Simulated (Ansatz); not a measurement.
Ligand exchange: C4H8 + Sc(CH3)F2 → C3H5F + Sc(CH3)2F

Species: C4H8 (1-butene) `C=CCC`, singlet; Sc(CH3)F2, singlet; C3H5F (allyl fluoride) `C=CCF`, singlet; Sc(CH3)2F, singlet. The partners trade CH3 for F: C–CH3 and Sc–F bonds give way to C–F and Sc–CH3.

Shapes, held fixed at every level: PBE0-D4/def2-TZVP. Flexible molecules stand in one conformer, not always the lowest. Programs: Ansatz 0.2.0. Electronic energies: no zero-point or thermal term.

| level | kind | ΔE (kJ/mol) | less CCSD(T)/def2-TZVPP | CPU time (sum over the molecules) |
| --- | --- | --- | --- | --- |
| PBE-D4/def2-TZVPP | GGA | +289.7 | -4.0 | 22 s |
| r2SCAN-D4/def2-TZVPP | meta-GGA | +293.4 | -0.3 | 40 s |
| B3LYP-D4/def2-TZVPP | global hybrid | +290.7 | -3.0 | 36 s |
| wB97M-V/def2-TZVPP | range-separated hybrid | +289.4 | -4.3 | 97 s |
| B2PLYP/def2-TZVPP | double hybrid | +296.1 | +2.4 | 44 s |
| MP2/def2-TZVPP | perturbation theory | +305.2 | +11.5 | – |
| CCSD(T)/def2-TZVPP | coupled cluster or CI | +293.7 | 0.0 | 16 min |

The highest level, CCSD(T)/def2-TZVPP, gives ΔE = +293.7 kJ/mol; the levels span +289.4 to +305.2. The column of differences is taken from that level and isn't an error. No measured value is set beside it here. Outer-core shells of Sc are correlated in most correlated rows, in sets that cover them unevenly. Times are processor times on shared x86 and Arm servers, and rough.

Trading methyl for fluoride at scandium is steeply uphill, at +293.7 kJ/mol with coupled cluster, and every level agrees on the sign and rough size. The C–F bond formed is stronger than the C–C bond given up, but this gain is far outweighed by replacing Sc–F with Sc–CH3. Scandium(III) is a hard, electropositive d0 centre: fluoride binds it through strong electrostatic attraction, helped by some π donation into the empty 3d orbitals, whereas methyl is a softer σ donor with no lone pair left to donate. Read backwards, the reaction shows the strong fluorophilicity that drives C–F cleavage by early transition metals and rare earths.

The density functionals deviate from coupled cluster by only -4.3 to +2.4 kJ/mol, as might be expected for closed-shell species with the number of bonds conserved. MP2 stands apart at +11.5 kJ/mol, probably because second order treats correlation in the Sc–F and Sc–C bonds unevenly. The strong driving force for the reverse reaction says nothing about its barrier.
